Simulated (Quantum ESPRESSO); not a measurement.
# InP (F-43m) in Quantum ESPRESSO: further runs

Runs on InP. Level: r2SCAN. Tasks: single point, equation of state.

Program: Quantum ESPRESSO 7.5. These are calculated values, not measurements. Logs are shortened: lines on timing, memory, paths and dates and some standing lists are left out, and cuts for length are marked.

**Measured values to compare with.**

From a printed reference work, data compilation, for a bulk crystal of InP: bulk modulus 71 GPa.

The results are compared with them further down.

### 1 The structure

Symmetry: F-43m, No. 216, cubic system. The conventional cell has a = 5.861 Å, b = 5.861 Å, c = 5.861 Å, α = 90.00°, β = 90.00°, γ = 90.00°. Around In (site symmetry -43m) lie 4 P at 2.54 Å. P (site symmetry -43m) is surrounded by 4 In at 2.54 Å.

### 2 Single point, r2SCAN, 23.66 Å³/atom

pw.in reads:

```
&CONTROL
  calculation = 'scf'
  prefix = 'pwscf'
  outdir = './tmp'
  pseudo_dir = './pseudo'
  tstress = .true.
  disk_io = 'nowf'
/
&SYSTEM
  ibrav = 0
  nat = 2
  ntyp = 2
  ecutwfc = 70
  nbnd = 15
  input_dft = 'r2scan'
  occupations = 'smearing'
  smearing = 'fd'
  degauss = 0.00367493
  nosym = .true.
  nr1 = 48
  nr2 = 48
  nr3 = 48
/
&ELECTRONS
  conv_thr = 1d-08
  electron_maxstep = 120
  mixing_beta = 0.5
/
ATOMIC_SPECIES
In   114.8180 In_ONCV_PBE-1.2.upf
P     30.9738 P_ONCV_PBE-1.2.upf
CELL_PARAMETERS angstrom
   0.0000000000    2.8706770916    2.8706770916
   2.8706770916    0.0000000000    2.8706770916
   2.8706770916    2.8706770916    0.0000000000
ATOMIC_POSITIONS crystal
In     0.0000000000    0.0000000000    0.0000000000
P      0.7500000000    0.7500000000    0.7500000000
K_POINTS automatic
6 6 6 0 0 0
```

Potentials or basis: SG15 PBE 1.2.

Run with:

```bash
OMP_NUM_THREADS=1 mpirun -n 4 pw.x -nk 4 -in pw.in > pw.out
```

pw.out:

```text
This program is part of the open-source Quantum ESPRESSO suite
     for quantum simulation of materials; please cite
         "P. Giannozzi et al., J. Phys.:Condens. Matter 21 395502 (2009);
         "P. Giannozzi et al., J. Phys.:Condens. Matter 29 465901 (2017);
         "P. Giannozzi et al., J. Chem. Phys. 152 154105 (2020);
     in publications or presentations arising from this work. More details at

     IMPORTANT: XC functional enforced from input :
     Exchange-correlation= R2SCAN
                           (   0   0   0   0   0 497 498)
     Any further DFT definition will be discarded
     Please, verify this is what you really want

     K-points division:     npool     =       4
     Subspace diagonalization in iterative solution of the eigenvalue problem:
     a serial algorithm will be used

     G-vector sticks info
     --------------------
     sticks:   dense  smooth     PW     G-vecs:    dense   smooth      PW
     Sum        1135    1135    349                25125    25125    4279

     Using Slab Decomposition

     bravais-lattice index     =            0
     lattice parameter (alat)  =       7.6718  a.u.
     unit-cell volume          =     319.2858 (a.u.)^3
     number of atoms/cell      =            2
     number of atomic types    =            2
     number of electrons       =        18.00
     number of Kohn-Sham states=           15
     kinetic-energy cutoff     =      70.0000  Ry
     charge density cutoff     =     280.0000  Ry
     scf convergence threshold =      1.0E-08
     mixing beta               =       0.5000
     number of iterations used =            8  plain     mixing
     Exchange-correlation= R2SCAN
                           (   0   0   0   0   0 497 498)

     celldm(1)=   7.671817  celldm(2)=   0.000000  celldm(3)=   0.000000
     celldm(4)=   0.000000  celldm(5)=   0.000000  celldm(6)=   0.000000

     crystal axes: (cart. coord. in units of alat)
               a(1) = (   0.000000   0.707107   0.707107 )
               a(2) = (   0.707107   0.000000   0.707107 )
               a(3) = (   0.707107   0.707107   0.000000 )

     reciprocal axes: (cart. coord. in units 2 pi/alat)
               b(1) = ( -0.707107  0.707107  0.707107 )
               b(2) = (  0.707107 -0.707107  0.707107 )
               b(3) = (  0.707107  0.707107 -0.707107 )

     PseudoPot. # 1 for In read from file:
     In_ONCV_PBE-1.2.upf
     Pseudo is Norm-conserving, Zval = 13.0
     Generated using ONCVPSP code by D. R. Hamann
     Using radial grid of  602 points,  6 beta functions with:
                l(1) =   0
                l(2) =   0
                l(3) =   1
                l(4) =   1
                l(5) =   2
                l(6) =   2

     PseudoPot. # 2 for P  read from file:
     P_ONCV_PBE-1.2.upf
     Pseudo is Norm-conserving, Zval =  5.0
     Generated using ONCVPSP code by D. R. Hamann
     Using radial grid of  602 points,  4 beta functions with:
                l(1) =   0
                l(2) =   0
                l(3) =   1
                l(4) =   1

     atomic species   valence    mass     pseudopotential
     In               13.00   114.81800     In( 1.00)
     P                 5.00    30.97380     P ( 1.00)

     No symmetry found

   Cartesian axes

     site n.     atom                  positions (alat units)
         1        In     tau(   1) = (   0.0000000   0.0000000   0.0000000  )
         2        P      tau(   2) = (   1.0606602   1.0606602   1.0606602  )

     number of k points=   112  Fermi-Dirac smearing, width (Ry)=  0.0037

     Number of k-points >= 100: set verbosity='high' to print them.

     Dense  grid:    25125 G-vectors     FFT dimensions: (  48,  48,  48)

     WARNING: libxc functional with ID  497 depends
      on external parameters: check the user_guide of
      QE if you need to modify them or to check their
      default values.

     WARNING: libxc functional with ID  498 depends
      on external parameters: check the user_guide of
      QE if you need to modify them or to check their
      default values.

     Initial potential from superposition of free atoms

     starting charge      17.8730, renormalised to      18.0000
     Starting wfcs are random

     Self-consistent Calculation

     iteration #  1     ecut=    70.00 Ry     beta= 0.50
     Davidson diagonalization with overlap
     ethr =  1.00E-02,  avg # of iterations =  9.3

     total energy              =    -116.87584769 Ry
     estimated scf accuracy    <      18.18368903 Ry

     iteration #  2     ecut=    70.00 Ry     beta= 0.50
     Davidson diagonalization with overlap
     ethr =  1.00E-02,  avg # of iterations =  1.0

     total energy              =    -117.01528322 Ry
     estimated scf accuracy    <       6.17656922 Ry

     iteration #  3     ecut=    70.00 Ry     beta= 0.50
     Davidson diagonalization with overlap
     ethr =  1.00E-02,  avg # of iterations =  1.0

     total energy              =    -117.02296613 Ry
     estimated scf accuracy    <       0.14622871 Ry

     iteration #  4     ecut=    70.00 Ry     beta= 0.50
     Davidson diagonalization with overlap
     ethr =  8.12E-04,  avg # of iterations =  1.0

     total energy              =    -117.02407949 Ry
     estimated scf accuracy    <       0.00044177 Ry

     iteration #  5     ecut=    70.00 Ry     beta= 0.50
     Davidson diagonalization with overlap
     ethr =  2.45E-06,  avg # of iterations =  9.2

     total energy              =    -117.02422051 Ry
     estimated scf accuracy    <       0.00013550 Ry

     iteration #  6     ecut=    70.00 Ry     beta= 0.50
     Davidson diagonalization with overlap
     ethr =  7.53E-07,  avg # of iterations =  1.1

     total energy              =    -117.02422261 Ry
     estimated scf accuracy    <       0.00000567 Ry

     iteration #  7     ecut=    70.00 Ry     beta= 0.50
     Davidson diagonalization with overlap
     ethr =  3.15E-08,  avg # of iterations =  1.6

     total energy              =    -117.02422305 Ry
     estimated scf accuracy    <       0.00000060 Ry

     iteration #  8     ecut=    70.00 Ry     beta= 0.50
     Davidson diagonalization with overlap
     ethr =  3.33E-09,  avg # of iterations =  2.0

     total energy              =    -117.02422310 Ry
     estimated scf accuracy    <       0.00000007 Ry

     iteration #  9     ecut=    70.00 Ry     beta= 0.50
     Davidson diagonalization with overlap
     ethr =  3.96E-10,  avg # of iterations =  2.4

     End of self-consistent calculation

     Number of k-points >= 100: set verbosity='high' to print the bands.

     the Fermi energy is     8.8606 ev

!    total energy              =    -117.02422311 Ry
     estimated scf accuracy    <          5.0E-10 Ry
     smearing contrib. (-TS)   =      -0.00000002 Ry
     internal energy E=F+TS    =    -117.02422309 Ry

     The total energy is F=E-TS. E is the sum of the following terms:
     one-electron contribution =     -37.96349153 Ry
     hartree contribution      =      29.18526657 Ry
     xc contribution           =     -16.65588329 Ry
     ewald contribution        =     -91.59011484 Ry

     convergence has been achieved in   9 iterations

     Computing stress (Cartesian axis) and pressure

          total   stress  (Ry/bohr**3)                   (kbar)     P=       51.65
   0.00035110  -0.00000000  -0.00000000           51.65       -0.00       -0.00
  -0.00000000   0.00035110  -0.00000000           -0.00       51.65       -0.00
  -0.00000000  -0.00000000   0.00035111           -0.00       -0.00       51.65

=------------------------------------------------------------------------------=
   JOB DONE.
=------------------------------------------------------------------------------=
```

It took 2.7 min on 4 MPI ranks of Arm Neoverse N1, shared host; peak memory 0.44 GiB.

Results:

```yaml
Free_energy: -1592.1957 eV
Pressure: 5.2 GPa
Band_gap_on_the_k_mesh: 1.13 eV, direct
```

Caveat: the potentials were made for another functional, which shifts forces and pressure; spin-orbit coupling is left out, which moves the levels of the heavy elements.

### 3 Single point, r2SCAN, 24.16 Å³/atom

pw.in: that of step 2 with these lines changed.

```diff
@@ -32,5 +32,5 @@
 CELL_PARAMETERS angstrom
-   0.0000000000    2.8706770916    2.8706770916
-   2.8706770916    0.0000000000    2.8706770916
-   2.8706770916    2.8706770916    0.0000000000
+   0.0000000000    2.8908937935    2.8908937935
+   2.8908937935    0.0000000000    2.8908937935
+   2.8908937935    2.8908937935    0.0000000000
 ATOMIC_POSITIONS crystal
```

Potentials or basis: SG15 PBE 1.2.

Run with:

```bash
OMP_NUM_THREADS=1 mpirun -n 4 pw.x -nk 4 -in pw.in > pw.out
```

Run time: 2.8 min. Hardware: 4 MPI ranks of Arm Neoverse N1, shared host; peak memory 0.44 GiB.

The run converged. Its results:

```
Free energy            : -1592.2228 eV
Pressure               : 3.3 GPa
Band gap on the k mesh : 1.00 eV, direct
```

Caveat: the potentials were made for another functional, which shifts forces and pressure; spin-orbit coupling is left out, which moves the levels of the heavy elements.

### 4 Single point, r2SCAN, 24.66 Å³/atom

pw.in: that of step 3 with these lines changed.

```diff
@@ -32,5 +32,5 @@
 CELL_PARAMETERS angstrom
-   0.0000000000    2.8908937935    2.8908937935
-   2.8908937935    0.0000000000    2.8908937935
-   2.8908937935    2.8908937935    0.0000000000
+   0.0000000000    2.9108316221    2.9108316221
+   2.9108316221    0.0000000000    2.9108316221
+   2.9108316221    2.9108316221    0.0000000000
 ATOMIC_POSITIONS crystal
```

Run with:

```bash
OMP_NUM_THREADS=1 mpirun -n 4 pw.x -nk 4 -in pw.in > pw.out
```

Wall time 2.9 min (4 MPI ranks of Arm Neoverse N1, shared host); peak memory 0.44 GiB.

It converged, with:

| Property | Result |
| --- | --- |
| Free energy | -1592.2390 eV |
| Pressure | 1.7 GPa |
| Band gap on the k mesh | 0.88 eV, direct |

Caveat: the potentials were made for another functional, which shifts forces and pressure; spin-orbit coupling is left out, which moves the levels of the heavy elements.

### 5 Single point, r2SCAN, 25.17 Å³/atom

pw.in: that of step 4 with these lines changed.

```diff
@@ -32,5 +32,5 @@
 CELL_PARAMETERS angstrom
-   0.0000000000    2.9108316221    2.9108316221
-   2.9108316221    0.0000000000    2.9108316221
-   2.9108316221    2.9108316221    0.0000000000
+   0.0000000000    2.9305000000    2.9305000000
+   2.9305000000    0.0000000000    2.9305000000
+   2.9305000000    2.9305000000    0.0000000000
 ATOMIC_POSITIONS crystal
```

Run with:

```bash
OMP_NUM_THREADS=1 mpirun -n 4 pw.x -nk 4 -in pw.in > pw.out
```

Wall time 2.8 min (4 MPI ranks of Arm Neoverse N1, shared host); peak memory 0.44 GiB.

The run converged. Its results:

- Free energy: -1592.2454 eV
- Pressure: 0.2 GPa
- Band gap on the k mesh: 0.76 eV, direct

Caveat: the potentials were made for another functional, which shifts forces and pressure; spin-orbit coupling is left out, which moves the levels of the heavy elements.

### 6 Single point, r2SCAN, 25.67 Å³/atom

pw.in: that of step 5 with these lines changed.

```diff
@@ -32,5 +32,5 @@
 CELL_PARAMETERS angstrom
-   0.0000000000    2.9305000000    2.9305000000
-   2.9305000000    0.0000000000    2.9305000000
-   2.9305000000    2.9305000000    0.0000000000
+   0.0000000000    2.9499078504    2.9499078504
+   2.9499078504    0.0000000000    2.9499078504
+   2.9499078504    2.9499078504    0.0000000000
 ATOMIC_POSITIONS crystal
```

Potentials or basis: SG15 PBE 1.2.

Run with:

```bash
OMP_NUM_THREADS=1 mpirun -n 4 pw.x -nk 4 -in pw.in > pw.out
```

Run time: 2.9 min. Hardware: 4 MPI ranks of Arm Neoverse N1, shared host; peak memory 0.44 GiB.

The run converged. Its results:

```yaml
Free_energy: -1592.2431 eV
Pressure: -1.1 GPa
Band_gap_on_the_k_mesh: 0.64 eV, direct
```

Caveat: the potentials were made for another functional, which shifts forces and pressure; spin-orbit coupling is left out, which moves the levels of the heavy elements.

### 7 Single point, r2SCAN, 26.17 Å³/atom

pw.in: that of step 6 with these lines changed.

```diff
@@ -32,5 +32,5 @@
 CELL_PARAMETERS angstrom
-   0.0000000000    2.9499078504    2.9499078504
-   2.9499078504    0.0000000000    2.9499078504
-   2.9499078504    2.9499078504    0.0000000000
+   0.0000000000    2.9690636329    2.9690636329
+   2.9690636329    0.0000000000    2.9690636329
+   2.9690636329    2.9690636329    0.0000000000
 ATOMIC_POSITIONS crystal
```

Run with:

```bash
OMP_NUM_THREADS=1 mpirun -n 4 pw.x -nk 4 -in pw.in > pw.out
```

It took 2.9 min on 4 MPI ranks of Arm Neoverse N1, shared host; peak memory 0.44 GiB.

The run converged. Its results:

```
Free energy            : -1592.2330 eV
Pressure               : -2.3 GPa
Band gap on the k mesh : 0.53 eV, direct
```

Caveat: the potentials were made for another functional, which shifts forces and pressure; spin-orbit coupling is left out, which moves the levels of the heavy elements.

### 8 Single point, r2SCAN, 26.68 Å³/atom

pw.in: that of step 7 with these lines changed.

```diff
@@ -32,5 +32,5 @@
 CELL_PARAMETERS angstrom
-   0.0000000000    2.9690636329    2.9690636329
-   2.9690636329    0.0000000000    2.9690636329
-   2.9690636329    2.9690636329    0.0000000000
+   0.0000000000    2.9879753761    2.9879753761
+   2.9879753761    0.0000000000    2.9879753761
+   2.9879753761    2.9879753761    0.0000000000
 ATOMIC_POSITIONS crystal
```

Run with:

```bash
OMP_NUM_THREADS=1 mpirun -n 4 pw.x -nk 4 -in pw.in > pw.out
```

Run time: 2.8 min. Hardware: 4 MPI ranks of Arm Neoverse N1, shared host; peak memory 0.44 GiB.

It converged, with:

```
Free energy            : -1592.2159 eV
Pressure               : -3.3 GPa
Band gap on the k mesh : 0.42 eV, direct
```

Caveat: the potentials were made for another functional, which shifts forces and pressure; spin-orbit coupling is left out, which moves the levels of the heavy elements.

### 9 Equation of state, r2SCAN

Potentials or basis: SG15 PBE 1.2.

This step only gathers the single runs of the series.

What came out:

```
Equilibrium volume                      : 25.28 Å³/atom
Bulk modulus                            : 68 GPa
Pressure derivative of the bulk modulus : 4.7
```

Energy against volume, from the lowest point:
| volume (Å³/atom) | energy (meV/atom) |
| --- | --- |
| 23.657 | 24.88 |
| 24.160 | 11.30 |
| 24.663 | 3.21 |
| 25.167 | 0.00 |
| 25.670 | 1.17 |
| 26.173 | 6.21 |
| 26.677 | 14.76 |

Caveat: the potentials were made for another functional, which shifts forces and pressure.

### 10 Comparison with measurements

Step 9. A measured bulk modulus of InP is 71 GPa (a printed reference work, data compilation); the calculated 68 GPa misses it by -4.2 %. The fit is for a static lattice scaled at fixed shape and fixed fractional positions.
